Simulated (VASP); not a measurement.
Runs of VASP 6.6.1 on Pd. Symmetry: Fm-3m, No. 225, cubic system. Conventional cell: a = 3.893 Å, b = 3.893 Å, c = 3.893 Å, α = 90.00°, β = 90.00°, γ = 90.00°. Pd (site symmetry m-3m) has 12 Pd at 2.75 Å as nearest neighbours. 

```csv
task,level,potentials or basis,cell,k mesh,cutoff (eV),smearing,gap on the mesh (eV),pressure (GPa)
single point,r2SCAN,"VASP PAW PBE potentials, release 64 (Pd)",as given,12 × 12 × 12,520,fermi-dirac 0.05 eV,none,2.8
band structure,PBE,"VASP PAW PBE potentials, release 64 (Pd_sv_GW)",as given,12 × 12 × 12,600,fermi-dirac 0.05 eV,-,5.8
relaxation of cell and atoms,SCAN,"VASP PAW PBE potentials, release 64 (Pd)",relaxed,12 × 12 × 12,600,methfessel-paxton 0.1 eV,none,0.0
single point,RPBE,"VASP PAW PBE potentials, release 64 (Pd)",as given,12 × 12 × 12,520,gaussian 0.1 eV,none,(a)
```

Alike in all rows: no spin polarisation.

Q: Fill in the values left out.

A: (a) 11.4.

Caveats: the PAW data sets were made with another functional, which shifts forces and pressure a little (some runs).

A k mesh can miss the band edges, and the runs leave out spin-orbit coupling on Pd.

A gap of «none» marks a metal or a gap under the smearing width.

Not every run made on this cell is shown here.
